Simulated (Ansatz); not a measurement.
# AlN (Fm-3m) in Ansatz: a series of runs

Aim: see how the results for AlN move with the level of theory and the settings. Levels: LDA, PBE. Tasks: band structure.

Everything below comes from runs of Ansatz 0.2.0. Logs are shortened: lines on timing, memory, paths and dates and some standing lists are left out, and cuts for length are marked.

### Step 1. The structure

It takes space group Fm-3m (No. 225, cubic). The conventional cell has a = 4.069 Å, b = 4.069 Å, c = 4.069 Å, α = 90.00°, β = 90.00°, γ = 90.00°. Al (site symmetry m-3m) has 6 N at 2.03 Å as nearest neighbours. N (site symmetry m-3m) is surrounded by 6 Al at 2.03 Å.

Measurements of this composition are mostly on another form, of space group No. 186.

### Step 2. Band structure, LDA

The input, input.yaml:

```yaml
crystal:
  lattice:
    - [0.0, 2.034518, 2.034518]
    - [2.034518, 0.0, 2.034518]
    - [2.034518, 2.034518, 0.0]
  atoms:
    - { symbol: Al, position: [0.5, 0.5, 0.5] }
    - { symbol: "N", position: [0.0, 0.0, 0.0] }
hamiltonian:
  xc: lda
  pseudopotentials: { kind: paw }
kpoints:
  mp_grid: { grid: [11, 11, 11] }
  band_path:
    path:
      - [[0.0, 0.0, 0.0], [0.5, 0.0, 0.5], [0.5, 0.25, 0.75], [0.375, 0.375, 0.75], [0.0, 0.0, 0.0], [0.5, 0.5, 0.5], [0.625, 0.25, 0.625], [0.5, 0.25, 0.75], [0.5, 0.5, 0.5], [0.375, 0.375, 0.75]]
      - [[0.625, 0.25, 0.625], [0.5, 0.0, 0.5]]
    npoints: 14
scf:
  occupations: { method: fermi_dirac, width: 0.05 }
  n_extra_bands: 6
output:
  forces: true
  stress: true
  eigenvalues: true
  fatbands: false
```

Potentials or basis: Ansatz PAW.

The run is started by

```console
> ansatz run input.yaml --threads 2 --pin off --max-ram 5632MiB --backend cpu --events-out ev --progress --plain --runs-dir out
```

What it wrote:

```text
Warning: RAYON_NUM_THREADS=2 ignored (pool sized by the plan → 2); use --threads N
scf.n_extra_bands = 6 over 4 filled bands (N_el = 8.0): the run solves 10 bands
Engine: ansatz 0.2.0, x86_64-unknown-linux-gnu
Pseudopotentials: kind: paw
Pseudopotential: Al, paw, valence charge 3, recommended cutoff 420 eV (normal), Al.paw.azcp
Pseudopotential: N, paw, valence charge 5, recommended cutoff 420 eV (normal), N.paw.azcp
Functional definition: SPW92
  exchange = slater_x
  correlation = pw_c
Crystal: 2 atoms, lattice volume = 16.843 Å³
Basis set: ecut = 420 eV, 331 PW (Γ)
Bands: 10, of which v1, the nominal top of the filled ones, is band 4 counted from 1 (3 counted from 0)
Symmetry: 48 space group operations
Space group: Fm-3m (ITA 225), of the structure as read, at distance tolerance 2.6e-5 Å
k-points: 56 of 1331
Non-local potential: Al, projectors of the file, l = 0: 2, l = 1: 2, l = 2: 1
Non-local potential: N, projectors of the file, l = 0: 2, l = 1: 2, l = 2: 1
PAW form: soft (Blöchl's): semilocal exchange-correlation on the pseudo side does not see the compensation charge
PAW frozen core: Al, regenerated for the run's functional, and the local potential with it (the file was generated under x = pbe(κ = 0.804, μ = 0.2195149727645171), c = pbe(β = 0.06672455060314922))
PAW frozen core: N, regenerated for the run's functional, and the local potential with it (the file was generated under x = pbe(κ = 0.804, μ = 0.2195149727645171), c = pbe(β = 0.06672455060314922))
PAW one-centre angular grid: Al, 110 points (default); XC on 64 Gauss nodes
PAW one-centre angular grid: N, 110 points (default); XC on 64 Gauss nodes
Initial density: superposition of atomic densities (neutral atoms: chi_scale 0, normalization atom), corrected by the library's trained network
Initial wavefunctions: pseudopotential atomic-orbital guess
Functional: x = slater, c = lda
SCF iter   1: F=—  HF=-889.642682 eV  |F-HF|=—  |Δ(HF+E_count)|=         —  Δρ=9.22e-3  dr2=1.46e-2  ethr=1.77e-3  ⟨swp⟩=4.9  Hψ=3579  notcnv=0  defer=2
preconditioner: auto → none  [insulator: Δε(μ)=4.289 eV  Ē_g=18.899 eV  σ=0.050 eV  W_gap=1.00  n_scr=0 (ndim 8)  ℏωp=25.6 eV  f_vac=0.000  D(μ)=0.00/eV (n_scr^D=0)  ε∞_Penn≈2.8]
SCF iter   2: F=—  HF=-889.638408 eV  |F-HF|=—  |Δ(HF+E_count)|=   4.27e-3  Δρ=3.92e-3  dr2=2.44e-3  ethr=1.83e-4  ⟨swp⟩=1.8  Hψ=1156  notcnv=0  defer=35
SCF iter   3: F=—  HF=-889.637563 eV  |F-HF|=—  |Δ(HF+E_count)|=   8.45e-4  Δρ=3.43e-4  dr2=6.51e-6  ethr=3.05e-5  ⟨swp⟩=1.8  Hψ=611  notcnv=0  defer=35
SCF iter   4: F=—  HF=-889.637561 eV  |F-HF|=—  |Δ(HF+E_count)|=   1.44e-6  Δρ=2.45e-5  dr2=8.03e-8  ethr=8.14e-8  ⟨swp⟩=2.1  Hψ=664  notcnv=0  defer=35
iter 5 did not close the SCF: its close was put off for the readings that it lacked (scf_convergence_deferred on its scf_iter line)
SCF iter   5: F=-889.637561 eV  HF=-889.637561 eV  |F-HF|=8.87e-10  |Δ(HF+E_count)|=   1.16e-8  Δρ=3.72e-6  dr2=1.47e-9  ethr=1.00e-9  ⟨swp⟩=2.3  Hψ=662  notcnv=0  defer=35
SCF iter   6: F=-889.637561 eV  HF=-889.637561 eV  |F-HF|=2.96e-12  |Δ(HF+E_count)|=  1.66e-10  Δρ=2.45e-7  dr2=6.19e-12  ethr=1.84e-11  ⟨swp⟩=4.4  Hψ=2504  notcnv=0
SCF 1 converged in 6 iterations: F = -889.637561 eV  dr2 = 6.19e-12
NSCF: frozen V_eff on 142 k-points
SCF converged after 6 iterations
Free energy (F): -889.637561 eV
Harris-Foulkes:  -889.637561 eV  (|F-HF|=2.96e-12)
Internal energy: -889.637561 eV  (E = F + TS)
E sigma→0 (E₀):  -889.637561 eV
Fermi energy:    12.879365 eV
--- Per-component energies (eV) ---
  E_band       = 35.299587
  E_kinetic    = 161.453661
  E_local      = -171.865964  (includes V_loc(G=0)·N_el)
  E_nonlocal   = 56.017712
  E_hartree    = 61.544000
  E_xc         = -101.779596
  E_vxc        = -109.224144  (∫ρ·V_xc dr)
  E_paw        = -561.471292  (= ΣΔE_a)
  E_vpaw       = -24.169737  (= ΣTr[D̂ρ^β])
  E_aug_tail   = 0.000092  (compensation charges beyond the density's cutoff)
  E_ewald      = -333.671934
  E_core_change = 0.135761  (= ΣΔE_core)
  E_smearing   = -0.000000  (= −TS)
  E_closure    = 0.000000  (closes the sum)
  Σ components = -889.637561   (vs F -889.637561, Δ=0.00e0)
--- Forces (eV/Å), atoms counted from 1 ---
  atom   1  Al     0.00000000    -0.00000000    -0.00000000
  atom   2  N     -0.00000000     0.00000000     0.00000000
  max |Σ_I F_I| component: 1.15e-31 eV/Å
--- Stress (GPa, compression-positive) ---
      -10.968123      -0.000000       0.000000
        0.000000     -10.968123       0.000000
       -0.000000      -0.000000     -10.968123
  P = ⅓ Tr σ = -10.9681 GPa (-109.681 kbar)
--- Band table (eV; the first three rows and the last of 56) ---
  k-point 0: bands = ["-6.5598", "10.6669", "10.6669", "10.6669", "16.1475", "22.5792", "22.5792", "22.5792", "27.8372", "28.0173"]
  k-point 1: bands = ["-6.3915", "9.8193", "10.5675", "10.5675", "16.6776", "21.8201", "22.8252", "22.8252", "26.5561", "26.5561"]
  k-point 2: bands = ["-5.8983", "7.9677", "10.3181", "10.3181", "17.3701", "21.1791", "23.0656", "23.0656", "25.7949", "25.7949"]
  k-point 55: bands = ["-2.2150", "4.8304", "5.1092", "7.1341", "18.2016", "20.5697", "21.7495", "22.8784", "28.7045", "29.8213"]
```

Run time: 0.51 s. Hardware: 2 threads of Intel Xeon 6975P-C (Granite Rapids), shared host; peak memory 0.31 GiB.

Results:

```yaml
Free_energy: -889.6376 eV
Pressure: -11.0 GPa
Band_gap_on_the_k_mesh: 4.42 eV, indirect (least direct gap 5.48 eV)
Band_gap_along_the_path: 4.29 eV, indirect (least direct gap 5.48 eV)
```

Levels at the corners of the path, in eV from the valence-band top:
```
point  band 1  band 2  band 3  band 4  band 5  band 6  band 7  band 8  band 9
    Γ  -17.23    0.00    0.00    0.00    5.48   11.91   11.91   11.91   17.17
    X  -12.99   -7.27   -2.76   -2.76    4.29    5.23   13.67   16.70   16.70
    W  -12.83   -5.61   -5.61   -3.89    7.74   10.50   10.50   11.88   18.72
    K  -12.97   -6.42   -5.40   -2.26    5.61    9.02   12.48   14.24   15.80
    Γ  -17.23    0.00    0.00    0.00    5.48   11.91   11.91   11.91   17.17
    L  -13.97   -8.22   -1.05   -1.05    6.02   10.68   10.68   12.83   15.60
    U  -12.97   -6.42   -5.40   -2.26    5.61    9.02   12.48   14.24   15.80
    W  -12.83   -5.61   -5.61   -3.89    7.74   10.50   10.50   11.88   18.72
    L  -13.97   -8.22   -1.05   -1.05    6.02   10.68   10.68   12.83   15.60
    K  -12.97   -6.42   -5.40   -2.26    5.61    9.02   12.48   14.24   15.80
    U  -12.97   -6.42   -5.40   -2.26    5.61    9.02   12.48   14.24   15.80
    X  -12.99   -7.27   -2.76   -2.76    4.29    5.23   13.67   16.70   16.70
```

Caveat: the k mesh misses the band edges, so the gap on the mesh is wider than the one along the path; the pressure holds a Pulay correction of +0.7 GPa for the finite cutoff; the PAW data sets come from PBE, with cores solved anew for the run's functional, which leaves a small shift of forces and pressure. As with any semilocal functional, this LDA gap is likely too small.

### Step 3. Band structure, PBE

Edit input.yaml of step 2 so:

```diff
@@ -9,3 +9,3 @@
 hamiltonian:
-  xc: lda
+  xc: pbe
   pseudopotentials: { kind: paw }
@@ -26 +26,5 @@
   fatbands: false
+  write_density: true
+  write_potential: true
+  elf: true
+  volumetric_format: npy
```

Potentials or basis: Ansatz PAW.

The run is started by

```console
> ansatz run input.yaml --threads 2 --pin off --max-ram 5632MiB --backend cpu --events-out ev --progress --plain --runs-dir out
```

Run time: 0.52 s. Hardware: 2 threads of Intel Xeon 6975P-C (Granite Rapids), shared host; peak memory 0.32 GiB.

The run converged. Its results:

```yaml
Free_energy: -923.9167 eV
Pressure: 0.3 GPa
Band_gap_on_the_k_mesh: 4.58 eV, indirect (least direct gap 5.40 eV)
Band_gap_along_the_path: 4.45 eV, indirect (least direct gap 5.40 eV)
```

Levels at the corners of the path, in eV from the valence-band top:
| point | band 1 | band 2 | band 3 | band 4 | band 5 | band 6 | band 7 | band 8 |
| --- | --- | --- | --- | --- | --- | --- | --- | --- |
| Γ | -17.37 | 0.00 | 0.00 | 0.00 | 5.40 | 12.05 | 12.05 | 12.05 |
| X | -13.24 | -7.24 | -2.75 | -2.75 | 4.45 | 5.32 | 13.83 | 16.96 |
| W | -13.09 | -5.59 | -5.59 | -3.86 | 7.91 | 10.60 | 10.60 | 12.05 |
| K | -13.22 | -6.40 | -5.37 | -2.25 | 5.75 | 9.13 | 12.61 | 14.47 |
| Γ | -17.37 | 0.00 | 0.00 | 0.00 | 5.40 | 12.05 | 12.05 | 12.05 |
| L | -14.19 | -8.18 | -1.05 | -1.05 | 6.02 | 10.87 | 10.87 | 13.02 |
| U | -13.22 | -6.40 | -5.37 | -2.25 | 5.75 | 9.13 | 12.61 | 14.47 |
| W | -13.09 | -5.59 | -5.59 | -3.86 | 7.91 | 10.60 | 10.60 | 12.05 |
| L | -14.19 | -8.18 | -1.05 | -1.05 | 6.02 | 10.87 | 10.87 | 13.02 |
| K | -13.22 | -6.40 | -5.37 | -2.25 | 5.75 | 9.13 | 12.61 | 14.47 |
| U | -13.22 | -6.40 | -5.37 | -2.25 | 5.75 | 9.13 | 12.61 | 14.47 |
| X | -13.24 | -7.24 | -2.75 | -2.75 | 4.45 | 5.32 | 13.83 | 16.96 |

Caveat: the k mesh misses the band edges, so the gap on the mesh is wider than the one along the path; the pressure holds a Pulay correction of +0.5 GPa for the finite cutoff.
